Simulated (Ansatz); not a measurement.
Computed with DFT PBE, scalar-relativistic, plane waves, PAW (Ansatz 0.2.0). All cells share a 420 eV cutoff and Γ-centred k meshes spaced at most about 0.3 Å⁻¹ (about 0.25 or finer for metals, 2π included). No spin polarisation.

All energies are static (0 K, no zero-point motion).

Compare these two cells of SnTe5, each relaxed at this level.

A.

```
Sn Te
1.0
     3.62248    2.09144    4.28129
    -3.62248    2.09144    4.28129
     0.00000   -4.18288    4.28129
Sn Te
1 5
Direct
  0.50000 0.50000 0.50000
  0.34699 0.00000 0.65301
  0.82614 0.82614 0.82614
  0.00000 0.65301 0.34699
  0.65301 0.34699 0.00000
  0.17386 0.17386 0.17386
```

B.

```
Sn Te
1.0
     3.89083    0.00000    0.00000
     0.00000    3.89083    0.00000
     0.00000    0.00000   11.41888
Sn Te
1 5
Direct
  0.50000 0.50000 0.00000
  0.50000 0.50000 0.34085
  0.50000 0.50000 0.65916
  0.00000 0.00000 0.16052
  0.00000 0.00000 0.83948
  0.00000 0.00000 0.50000
```

Question: Which is lower in energy, and by how much?

Answer: A is lower, by 113 meV/atom. A has space group R32 (No. 155), 32.4 Å³/atom and no gap on its mesh; B has Sn and Te ordered on bcc sites, space group P4/mmm (No. 123), 28.8 Å³/atom and no gap. Counting Te atoms around Sn (those within 1.25 times the shortest such distance or 1.15 times the sum of covalent radii; a plus sign parts nearer from farther groups; the shortest distance is added where it is long for a bond), A has Sn 6 and B has Sn 8+2 from 3.3 Å. The lower one is the more open, so pressure narrows the difference. Even the lower one lies +0.09 eV/atom against the reference forms of the elements (uncorrected), so neither is stable at this level. In A, Sn is surrounded by 6 Te at 3.19 Å; Te on a site of symmetry 2 is surrounded by 2 Te at 3.13 Å, 2 Sn at 3.19 Å and 2 Te at 3.36 Å; around Te on a site of symmetry 3 lie 3 Te at 3.13 Å and 3 Te at 3.36 Å. In B, around Sn lie 8 Te at 3.31 Å, 4 Sn at 3.89 Å and 2 Te at 3.89 Å; Te on a site of symmetry 4mm has 8 Te at 3.30–3.44 Å, 1 Te at 3.63 Å, 4 Te at 3.89 Å and 1 Sn at 3.89 Å; Te on a second site of symmetry 4mm has 4 Sn at 3.31 Å, 4 Te at 3.44 Å, 1 Te at 3.67 Å and 5 Te at 3.88–3.89 Å; 1 more site not described. Both come from invented guesses.

Spin–orbit coupling, which can matter for Te, is left out. Cells relaxed within their symmetry can be saddle points.
